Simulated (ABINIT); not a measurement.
Wanted: the native input for an ABINIT 10.8.3 (patched build) run.

```yaml
Task: band structure
Functional: PBE
Potentials_or_basis: SG15 NC PBE v1.2
Cutoff: 1088 eV
k_mesh: 8 × 8 × 8
Occupations: fermi-dirac, width 0.05 eV
Spin: no spin polarisation
```

Crystal: GaP.

```
Ga P
1.0
     0.00000    2.72525    2.72525
     2.72525    0.00000    2.72525
     2.72525    2.72525    0.00000
Ga P
1 1
Direct
  0.00000 0.00000 0.00000
  0.75000 0.75000 0.75000
```

These files were run (other wordings do the same):

run.abi

```
ndtset 2

pp_dirpath "./"
pseudos "Ga_ONCV_PBE-1.2.upf, P_ONCV_PBE-1.2.upf"

acell 7.2831660764 7.2831660764 7.2831660764
rprim
     0.0000000000     0.7071067812     0.7071067812
     0.7071067812     0.0000000000     0.7071067812
     0.7071067812     0.7071067812     0.0000000000
ntypat 2
znucl 31 15
natom 2
typat 1 2
xred
     0.0000000000     0.0000000000     0.0000000000
     0.7500000000     0.7500000000     0.7500000000

ecut 40.0

ixc 11

occopt 3
tsmear 0.05 eV

nstep 100

iomode 3
prtwf 0
prteig 0
prtebands 0
prtden1 1

kptopt1 1
ngkpt1 8 8 8
nshiftk1 1
shiftk1 0.0 0.0 0.0
nband1 13
tolvrs1 1.0e-10

iscf2 -2
getden2 1
nband2 17
nbdbuf2 2
tolwfr2 1.0e-12
kptopt2 -9
ndivsm2 6
prteig2 1
prtvol2 -3
kptbounds2
     0.0000000000     0.0000000000     0.0000000000
     0.5000000000     0.0000000000     0.5000000000
     0.5000000000     0.2500000000     0.7500000000
     0.3750000000     0.3750000000     0.7500000000
     0.0000000000     0.0000000000     0.0000000000
     0.5000000000     0.5000000000     0.5000000000
     0.6250000000     0.2500000000     0.6250000000
     0.5000000000     0.2500000000     0.7500000000
     0.5000000000     0.5000000000     0.5000000000
     0.3750000000     0.3750000000     0.7500000000
```

Potentials or basis: SG15 NC PBE v1.2.

Launch:

```console
$ abinit run.abi > log 2>&1
```

Results of the run:

```json
{
 "Band gap on the k mesh": "1.65 eV, indirect (least direct gap 1.82 eV)",
 "Valence electrons inside the program's atomic spheres": "Ga 10.82; P 2.81"
}
```

It took 2.9 min on 1 thread of Arm Neoverse V1, on a shared host, peak memory 0.16 GiB.
